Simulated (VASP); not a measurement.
TiO under changes of volume

One of the cells (13.137 Å³/atom); the others are scaled copies at fixed shape and fractional positions:

```
Ti O
1.0
     3.05107    0.00000    0.00000
    -1.52554    2.64231    0.00000
     0.00000    0.00000    3.25914
Ti O
1 1
Direct
  0.66667 0.33333 0.00000
  0.00000 0.00000 0.50000
```

* Program: VASP 6.6.1
* Functional: PBEsol
* Potentials or basis: VASP PAW PBE potentials, release 64 (Ti_sv, O)
* Cutoff: 520 eV
* k mesh: 10 × 10 × 8
* Occupations: fermi-dirac, width 0.05 eV
* Spin: no spin polarisation

```csv
volume (Å³/atom),energy over the lowest point (meV/atom),pressure (GPa)
12.107,0.00,-37.1
12.365,?,?
12.622,122.62,-39.4
13.137,251.42,-41.0
13.395,317.45,-41.5
13.653,384.28,-41.9
```

Question: What does the run at 12.365 Å³/atom give?

Answer: Energy over the lowest point 60.39 meV/atom; pressure -38.4 GPa.

Worked out: A Birch-Murnaghan fit of order 3 (a polynomial in V^(-2/3)) to the other rows has no minimum within the range. It gives 60.49 meV/atom at 12.365 Å³/atom, against the run's 60.39, and -dE/dV = -38.2 GPa, against -38.4.

Energies are extrapolated to zero smearing.

Caveats: the cell as given lies far from equilibrium; the potentials were made for another functional, which shifts forces and pressure.
